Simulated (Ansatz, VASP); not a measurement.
# Two plane-wave programs on C

```
C
1.0
     0.00000    1.77787    1.77787
     1.77787    0.00000    1.77787
     1.77787    1.77787    0.00000
C
2
Direct
  0.00000 0.00000 0.00000
  0.25000 0.25000 0.25000
```

Alike in both runs: functional PBE; k mesh 10 × 10 × 10; occupations fermi-dirac, width 0.05 eV; no spin polarisation.

Ansatz relaxed the structure, and its values are those at the end. VASP's run is a single point on that final structure, the one shown.

|  | VASP | Ansatz |
| --- | --- | --- |
| version | VASP 6.6.1 | Ansatz 0.2.0 |
| potentials or method | VASP PAW PBE potentials, release 64 (C) | plane waves, PAW |
| plane-wave cutoff (eV) | 520 | 450 |
| valence electrons in the cell | 8 | 8 |

|  | VASP | Ansatz | Ansatz less VASP |
| --- | --- | --- | --- |
| pressure (GPa) | 6.6 | 6.0 | -0.67 |
